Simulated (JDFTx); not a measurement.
# PbS (Galena) (Fm-3m) in JDFTx: notebook

Aim: see how the results for PbS (Galena) move with the level of theory and the settings. Levels: LDA, PBEsol. Tasks: single point.

Everything below comes from runs of JDFTx 1.7.0 (patched build). Logs are shortened: lines on timing, memory, paths and dates and some standing lists are left out, and cuts for length are marked. The log counts tension as positive stress, the text compression.

## Step 1: Starting point

The structure is cubic, space group Fm-3m (No. 225). The conventional cell has a = 5.931 Å, b = 5.931 Å, c = 5.931 Å, α = 90.00°, β = 90.00°, γ = 90.00°. Around Pb (site symmetry m-3m) lie 6 S at 2.97 Å. S (site symmetry m-3m) is surrounded by 6 Pb at 2.97 Å.

## Step 2: Single point, LDA

The input, PbS.in:

```
lattice \
    0.0000000000     5.6044552541     5.6044552541 \
    5.6044552541     0.0000000000     5.6044552541 \
    5.6044552541     5.6044552541     0.0000000000
coords-type Cartesian
ion Pb     0.0000000000     0.0000000000     0.0000000000 1
ion S      5.6044552541     5.6044552541     5.6044552541 1

ion-species pseudo/Pb.upf
ion-species pseudo/S.upf
elec-cutoff 28 224
elec-ex-corr lda-PW
kpoint-folding 8 8 8
elec-smearing Fermi 0.0018374661
elec-n-bands 16
electronic-SCF nIterations 100 energyDiffThreshold 1e-09
electronic-minimize nIterations 30 energyDiffThreshold 1e-7
converge-empty-states yes
forces-output-coords Cartesian

dump-name run.$VAR
dump End Ecomponents EigStats BandEigs Kpoints Forces Stress ElecDensity
```

Potentials or basis: PseudoDojo-SR-LDA-0.4.1-standard with smoothed tails.

Run with:

```sh
$ jdftx -c 1 -i PbS.in -o PbS.out
```

Output:

```text
*************** JDFTx 1.7.0 (patched build) ***************

[... 9 lines left out ...]
---------- Initializing the Grid ----------
R =
[            0      5.60446      5.60446  ]
[      5.60446            0      5.60446  ]
[      5.60446      5.60446            0  ]
unit cell volume = 352.071
G =
[  -0.560553   0.560553   0.560553  ]
[   0.560553  -0.560553   0.560553  ]
[   0.560553   0.560553  -0.560553  ]
Minimum fftbox size, Smin = [  56  56  56  ]
Chosen fftbox size, S = [  56  56  56  ]

---------- Initializing tighter grid for wavefunction operations ----------
R =
[            0      5.60446      5.60446  ]
[      5.60446            0      5.60446  ]
[      5.60446      5.60446            0  ]
unit cell volume = 352.071
G =
[  -0.560553   0.560553   0.560553  ]
[   0.560553  -0.560553   0.560553  ]
[   0.560553   0.560553  -0.560553  ]
Minimum fftbox size, Smin = [  40  40  40  ]
Chosen fftbox size, S = [  40  40  40  ]

---------- Exchange Correlation functional ----------
Initalized Slater LDA exchange.
Initalized Perdew-Wang LDA correlation.

---------- Setting up pseudopotentials ----------
Width of ionic core gaussian charges (only for fluid interactions / plotting) set to 0

Reading pseudopotential file 'pseudo/Pb.upf':
  'Pb' pseudopotential, 'SLA  PW   NOGX NOGC' functional
  Generated using ONCVPSP code by D. R. Hamann
  14 valence electrons, 3 orbitals, 6 projectors, 1001 radial grid points, with lMax = 2
    5D    l: 2   occupation: 10.0   eigenvalue: -0.782505
    6S    l: 0   occupation:  2.0   eigenvalue: -0.452800
    6P    l: 1   occupation:  2.0   eigenvalue: -0.136146
  Core radius for overlap checks: 2.30 bohrs.

Reading pseudopotential file 'pseudo/S.upf':
  'S' pseudopotential, 'SLA  PW   NOGX NOGC' functional
  Generated using ONCVPSP code by D. R. Hamann
  6 valence electrons, 2 orbitals, 6 projectors, 1001 radial grid points, with lMax = 2
    3S    l: 0   occupation:  2.0   eigenvalue: -0.635064
    3P    l: 1   occupation:  4.0   eigenvalue: -0.261175
  Core radius for overlap checks: 1.67 bohrs.

Initialized 2 species with 2 total atoms.

Folded 1 k-points by 8x8x8 to 512 k-points.

---------- Setting up k-points, bands, fillings ----------
Reduced to 29 k-points under symmetry.
Computing the number of bands and number of electrons
Calculating initial fillings.
nElectrons:  20.000000   nBands: 16   nStates: 29

----- Setting up reduced wavefunction bases (one per k-point) -----
average nbasis = 2492.256 , ideal nbasis = 2491.502

---------- Setting up ewald sum ----------
Optimum gaussian width for ewald sums = 2.545447 bohr.
Real space sum over 1331 unit cells with max indices [  5  5  5  ]
Reciprocal space sum over 2197 terms with max indices [  6  6  6  ]

---------- Allocating electronic variables ----------
Initializing wave functions:  linear combination of atomic orbitals
Note: number of bands (16) exceeds available atomic orbitals (13)
Pb pseudo-atom occupations:   s ( 2 )  p ( 2 )  d ( 10 )
S pseudo-atom occupations:   s ( 2 )  p ( 4 )
	FillingsUpdate:  mu: +0.359449850  nElectrons: 20.000000
LCAOMinimize: Iter:   0  F: -70.7613403662985974  |grad|_K:  4.347e-03  alpha:  1.000e+00
	FillingsUpdate:  mu: +0.332821711  nElectrons: 20.000000
LCAOMinimize: Iter:   1  F: -70.7919699089729164  |grad|_K:  1.030e-03  alpha:  3.291e-01  linmin: -3.689e-01  cgtest:  9.079e-01
LCAOMinimize: Encountered beta<0, resetting CG.
[... 7 lines of inner loops ...]
LCAOMinimize: Iter:   5  F: -70.7935471029234122  |grad|_K:  6.362e-08  alpha:  9.553e-01  linmin:  2.296e-04  cgtest:  2.169e-02
	FillingsUpdate:  mu: +0.327408520  nElectrons: 20.000000
LCAOMinimize: Iter:   6  F: -70.7935471029360031  |grad|_K:  2.330e-08  alpha:  8.218e-01  linmin: -4.899e-04  cgtest:  3.769e-03
LCAOMinimize: Converged (|Delta F|<1.000000e-06 for 2 iters).

-------- Electronic minimization -----------
Will mix electronic density at each iteration.
	FillingsUpdate:  mu: +0.327408520  nElectrons: 20.000000
	FillingsUpdate:  mu: +0.316208269  nElectrons: 20.000000
SCF: Cycle:  0   F: -70.821651361819917   dF: -2.810e-02   |Residual|: 4.067e-02   |deigs|: 1.278e-01
	FillingsUpdate:  mu: +0.312471925  nElectrons: 20.000000
SCF: Cycle:  1   F: -70.824703302742535   dF: -3.052e-03   |Residual|: 1.095e-02   |deigs|: 9.065e-03
	FillingsUpdate:  mu: +0.311885901  nElectrons: 20.000000
SCF: Cycle:  2   F: -70.824789263850292   dF: -8.596e-05   |Residual|: 4.430e-03   |deigs|: 2.280e-03
	FillingsUpdate:  mu: +0.311976442  nElectrons: 20.000000
SCF: Cycle:  3   F: -70.824801804412502   dF: -1.254e-05   |Residual|: 7.568e-04   |deigs|: 1.029e-03
	FillingsUpdate:  mu: +0.311957210  nElectrons: 20.000000
SCF: Cycle:  4   F: -70.824803609977991   dF: -1.806e-06   |Residual|: 3.163e-04   |deigs|: 4.567e-04
	FillingsUpdate:  mu: +0.312008039  nElectrons: 20.000000
SCF: Cycle:  5   F: -70.824804480024468   dF: -8.700e-07   |Residual|: 1.075e-04   |deigs|: 4.056e-04
	FillingsUpdate:  mu: +0.312011772  nElectrons: 20.000000
SCF: Cycle:  6   F: -70.824804694113510   dF: -2.141e-07   |Residual|: 3.465e-05   |deigs|: 2.092e-04
	FillingsUpdate:  mu: +0.312009480  nElectrons: 20.000000
SCF: Cycle:  7   F: -70.824804829505339   dF: -1.354e-07   |Residual|: 7.568e-06   |deigs|: 3.427e-04
	FillingsUpdate:  mu: +0.312011167  nElectrons: 20.000000
SCF: Cycle:  8   F: -70.824804858641443   dF: -2.914e-08   |Residual|: 3.788e-06   |deigs|: 1.355e-04
	FillingsUpdate:  mu: +0.312010825  nElectrons: 20.000000
SCF: Cycle:  9   F: -70.824804877739240   dF: -1.910e-08   |Residual|: 2.820e-06   |deigs|: 1.771e-04
	FillingsUpdate:  mu: +0.312010988  nElectrons: 20.000000
SCF: Cycle: 10   F: -70.824804881629476   dF: -3.890e-09   |Residual|: 1.902e-06   |deigs|: 7.618e-05
	FillingsUpdate:  mu: +0.312011128  nElectrons: 20.000000
SCF: Cycle: 11   F: -70.824804884640187   dF: -3.011e-09   |Residual|: 1.788e-06   |deigs|: 1.332e-04
	FillingsUpdate:  mu: +0.312011303  nElectrons: 20.000000
SCF: Cycle: 12   F: -70.824804885242784   dF: -6.026e-10   |Residual|: 5.294e-07   |deigs|: 6.559e-05
	FillingsUpdate:  mu: +0.312011370  nElectrons: 20.000000
SCF: Cycle: 13   F: -70.824804885712041   dF: -4.693e-10   |Residual|: 2.444e-07   |deigs|: 9.374e-05
SCF: Converged (|Delta E|<1.000000e-09 for 2 iters).

Setting wave functions to eigenvectors of Hamiltonian
Converging empty states (this may take a while):
EmptyStates: None of the convergence criteria satisfied.
|deigs|: 1.223e-03

# Stress tensor in Cartesian coordinates [Eh/a0^3]:
[  8.80339e-05            0            0  ]
[            0  8.80339e-05            0  ]
[            0            0  8.80339e-05  ]

# Ionic positions in cartesian coordinates:
ion Pb   0.000000000000000   0.000000000000000   0.000000000000000 1
ion S   5.604455254100000   5.604455254100000   5.604455254100000 1

# Forces in Cartesian coordinates:
force Pb   0.000000000000000  -0.000000000000000   0.000000000000000 1
force S  -0.000000000000000   0.000000000000000  -0.000000000000000 1

# Energy components:
   Eewald =      -55.6148220175670716
       EH =       15.1914834843337658
     Eloc =      -43.6080222697799869
      Enl =      -12.7477210824600018
      Exc =      -22.8967608989553852
 Exc_core =       10.5333424067576864
       KE =       38.3177118267558612
-------------------------------------
     Etot =      -70.8247885509151445
       TS =        0.0000163347969031
-------------------------------------
        F =      -70.8248048857120409

IonicMinimize: Iter:   0  F: -70.824804885712041  |grad|_K:       -nan
IonicMinimize: None of the convergence criteria satisfied after 0 iterations.

#--- Lowdin population analysis ---
# oxidation-state Pb +0.437
# oxidation-state S -0.393

Dumping 'run.eigStats' ...
	eMin: -0.311125 at state 20 ( [ +0.000000 +0.500000 +0.500000 ] spin 0 )
	HOMO: +0.307580 at state 4 ( [ +0.000000 +0.000000 +0.500000 ] spin 0 )
	mu  : +0.312011
	LUMO: +0.316442 at state 4 ( [ +0.000000 +0.000000 +0.500000 ] spin 0 )
	eMax: +0.753365 at state 20 ( [ +0.000000 +0.500000 +0.500000 ] spin 0 )
	HOMO-LUMO gap: +0.008862
	Optical gap  : +0.008862 at state 4 ( [ +0.000000 +0.000000 +0.500000 ] spin 0 )
WARNING: the last solve of the electrons (or of bands or displaced states from it) ended unconverged.
Done!
```

It took 2.2 min on 1 thread of AMD EPYC, shared host; peak memory 0.11 GiB.

Results:

| Item | Value |
| --- | --- |
| Free energy | -1927.2411 eV |
| Pressure | -2.6 GPa |
| Band gap on the k mesh | 0.24 eV, direct |
| Loewdin charges | Pb +0.44; S -0.39 e |

Levels at points of the mesh, in eV from the valence-band top:
| k point | band 8 | band 9 | band 10 | band 11 | band 12 | band 13 |
| --- | --- | --- | --- | --- | --- | --- |
| (0.00, 0.00, 0.00) | -2.12 | -2.12 | -2.12 | 5.09 | 5.09 | 5.09 |
| (0.00, 0.00, 0.50) | -1.72 | -1.72 | 0.00 | 0.24 | 1.86 | 1.86 |
| (0.00, 0.50, 0.50) | -5.22 | -3.42 | -3.42 | 3.77 | 5.50 | 5.58 |

Caveat: the empty levels aren't tightly converged; spin-orbit coupling is left out, which as a rule narrows the gap of such compounds by several tenths of an eV. A k mesh can miss the band edges.

## Step 3: Single point, PBEsol

PbS.in, as its differences from that of step 2:

```diff
@@ -4,5 +4,5 @@
     5.6044552541     5.6044552541     0.0000000000
-coords-type Cartesian
+coords-type Lattice
 ion Pb     0.0000000000     0.0000000000     0.0000000000 1
-ion S      5.6044552541     5.6044552541     5.6044552541 1
+ion S      0.5000000000     0.5000000000     0.5000000000 1
 
@@ -11,3 +11,3 @@
 elec-cutoff 28 224
-elec-ex-corr lda-PW
+elec-ex-corr gga-PBEsol
 kpoint-folding 8 8 8
```

Potentials or basis: PseudoDojo-SR-PBEsol-0.4.1-standard with smoothed tails.

Run with:

```sh
$ jdftx -c 1 -i PbS.in -o PbS.out
```

Output:

```text
*************** JDFTx 1.7.0 (patched build) ***************

[... 9 lines left out ...]
---------- Initializing the Grid ----------
R =
[            0      5.60446      5.60446  ]
[      5.60446            0      5.60446  ]
[      5.60446      5.60446            0  ]
unit cell volume = 352.071
G =
[  -0.560553   0.560553   0.560553  ]
[   0.560553  -0.560553   0.560553  ]
[   0.560553   0.560553  -0.560553  ]
Minimum fftbox size, Smin = [  56  56  56  ]
Chosen fftbox size, S = [  56  56  56  ]

---------- Initializing tighter grid for wavefunction operations ----------
R =
[            0      5.60446      5.60446  ]
[      5.60446            0      5.60446  ]
[      5.60446      5.60446            0  ]
unit cell volume = 352.071
G =
[  -0.560553   0.560553   0.560553  ]
[   0.560553  -0.560553   0.560553  ]
[   0.560553   0.560553  -0.560553  ]
Minimum fftbox size, Smin = [  40  40  40  ]
Chosen fftbox size, S = [  40  40  40  ]

---------- Exchange Correlation functional ----------
Initalized PBEsol GGA exchange.
Initalized PBEsol GGA correlation.

---------- Setting up pseudopotentials ----------
Width of ionic core gaussian charges (only for fluid interactions / plotting) set to 0

Reading pseudopotential file 'pseudo/Pb.upf':
  'Pb' pseudopotential, 'PBESOL' functional
  Generated using ONCVPSP code by D. R. Hamann
  14 valence electrons, 3 orbitals, 6 projectors, 1001 radial grid points, with lMax = 2
    5D    l: 2   occupation: 10.0   eigenvalue: -0.777665
    6S    l: 0   occupation:  2.0   eigenvalue: -0.444510
    6P    l: 1   occupation:  2.0   eigenvalue: -0.129233
  Core radius for overlap checks: 2.30 bohrs.

Reading pseudopotential file 'pseudo/S.upf':
  'S' pseudopotential, 'PBESOL' functional
  Generated using ONCVPSP code by D. R. Hamann
  6 valence electrons, 2 orbitals, 6 projectors, 1001 radial grid points, with lMax = 2
    3S    l: 0   occupation:  2.0   eigenvalue: -0.631879
    3P    l: 1   occupation:  4.0   eigenvalue: -0.256451
  Core radius for overlap checks: 1.58 bohrs.

Initialized 2 species with 2 total atoms.

Folded 1 k-points by 8x8x8 to 512 k-points.

---------- Setting up k-points, bands, fillings ----------
[... 27 lines left out ...]
LCAOMinimize: Converged (|Delta F|<1.000000e-06 for 2 iters).

-------- Electronic minimization -----------
Will mix electronic density at each iteration.
	FillingsUpdate:  mu: +0.335419801  nElectrons: 20.000000
	FillingsUpdate:  mu: +0.323935817  nElectrons: 20.000000
SCF: Cycle:  0   F: -70.656080646915598   dF: -2.905e-02   |Residual|: 4.134e-02   |deigs|: 1.273e-01
	FillingsUpdate:  mu: +0.320167804  nElectrons: 20.000000
SCF: Cycle:  1   F: -70.659240967664104   dF: -3.160e-03   |Residual|: 1.126e-02   |deigs|: 9.620e-03
	FillingsUpdate:  mu: +0.319521903  nElectrons: 20.000000
SCF: Cycle:  2   F: -70.659339713847402   dF: -9.875e-05   |Residual|: 4.390e-03   |deigs|: 2.494e-03
	FillingsUpdate:  mu: +0.319658225  nElectrons: 20.000000
SCF: Cycle:  3   F: -70.659352883209962   dF: -1.317e-05   |Residual|: 7.311e-04   |deigs|: 1.068e-03
	FillingsUpdate:  mu: +0.319649796  nElectrons: 20.000000
SCF: Cycle:  4   F: -70.659354630805382   dF: -1.748e-06   |Residual|: 3.536e-04   |deigs|: 4.415e-04
	FillingsUpdate:  mu: +0.319698929  nElectrons: 20.000000
SCF: Cycle:  5   F: -70.659355514398300   dF: -8.836e-07   |Residual|: 8.764e-05   |deigs|: 3.635e-04
	FillingsUpdate:  mu: +0.319707134  nElectrons: 20.000000
SCF: Cycle:  6   F: -70.659355710899746   dF: -1.965e-07   |Residual|: 3.202e-05   |deigs|: 1.925e-04
	FillingsUpdate:  mu: +0.319712016  nElectrons: 20.000000
SCF: Cycle:  7   F: -70.659355834514386   dF: -1.236e-07   |Residual|: 1.185e-05   |deigs|: 3.367e-04
	FillingsUpdate:  mu: +0.319713037  nElectrons: 20.000000
SCF: Cycle:  8   F: -70.659355861983158   dF: -2.747e-08   |Residual|: 5.489e-06   |deigs|: 1.622e-04
	FillingsUpdate:  mu: +0.319713256  nElectrons: 20.000000
SCF: Cycle:  9   F: -70.659355878109466   dF: -1.613e-08   |Residual|: 2.294e-06   |deigs|: 1.834e-04
	FillingsUpdate:  mu: +0.319713345  nElectrons: 20.000000
SCF: Cycle: 10   F: -70.659355881839645   dF: -3.730e-09   |Residual|: 8.971e-07   |deigs|: 7.791e-05
	FillingsUpdate:  mu: +0.319713438  nElectrons: 20.000000
SCF: Cycle: 11   F: -70.659355884396362   dF: -2.557e-09   |Residual|: 9.662e-07   |deigs|: 1.145e-04
	FillingsUpdate:  mu: +0.319713502  nElectrons: 20.000000
SCF: Cycle: 12   F: -70.659355884920060   dF: -5.237e-10   |Residual|: 5.055e-07   |deigs|: 5.289e-05
	FillingsUpdate:  mu: +0.319713639  nElectrons: 20.000000
SCF: Cycle: 13   F: -70.659355885327756   dF: -4.077e-10   |Residual|: 5.191e-07   |deigs|: 1.022e-04
SCF: Converged (|Delta E|<1.000000e-09 for 2 iters).

Setting wave functions to eigenvectors of Hamiltonian
Converging empty states (this may take a while):
EmptyStates: None of the convergence criteria satisfied.
|deigs|: 1.222e-03

# Stress tensor in Cartesian coordinates [Eh/a0^3]:
[   2.7713e-05            0            0  ]
[            0   2.7713e-05            0  ]
[            0            0   2.7713e-05  ]

# Ionic positions in lattice coordinates:
ion Pb   0.000000000000000   0.000000000000000   0.000000000000000 1
ion S   0.500000000000000   0.500000000000000   0.500000000000000 1

# Forces in Cartesian coordinates:
force Pb  -0.000000000000000   0.000000000000000  -0.000000000000000 1
force S   0.000000000000000   0.000000000000000  -0.000000000000000 1

# Energy components:
   Eewald =      -55.6148220175670716
       EH =       15.1997073402336476
     Eloc =      -43.4796239375314286
      Enl =      -12.8482839187446309
      Exc =      -22.9523588807731329
 Exc_core =       10.6664784297177064
       KE =       38.3695614528485862
-------------------------------------
     Etot =      -70.6593415318163238
       TS =        0.0000143535114266
-------------------------------------
        F =      -70.6593558853277557

IonicMinimize: Iter:   0  F: -70.659355885327756  |grad|_K:       -nan
IonicMinimize: None of the convergence criteria satisfied after 0 iterations.

#--- Lowdin population analysis ---
# oxidation-state Pb +0.453
# oxidation-state S -0.407

Dumping 'run.eigStats' ...
	eMin: -0.305385 at state 20 ( [ +0.000000 +0.500000 +0.500000 ] spin 0 )
	HOMO: +0.314919 at state 4 ( [ +0.000000 +0.000000 +0.500000 ] spin 0 )
	mu  : +0.319713
	LUMO: +0.324508 at state 4 ( [ +0.000000 +0.000000 +0.500000 ] spin 0 )
	eMax: +0.758854 at state 20 ( [ +0.000000 +0.500000 +0.500000 ] spin 0 )
	HOMO-LUMO gap: +0.009588
	Optical gap  : +0.009588 at state 4 ( [ +0.000000 +0.000000 +0.500000 ] spin 0 )
WARNING: the last solve of the electrons (or of bands or displaced states from it) ended unconverged.
Done!
```

Wall time 2.2 min (1 thread of AMD EPYC, shared host); peak memory 0.11 GiB.

Results:

```
Free energy            : -1922.7390 eV
Pressure               : -0.8 GPa
Band gap on the k mesh : 0.26 eV, direct
Loewdin charges        : Pb +0.45; S -0.41 e
```

Caveat: the empty levels aren't tightly converged; spin-orbit coupling is left out, which as a rule narrows the gap of such compounds by several tenths of an eV.
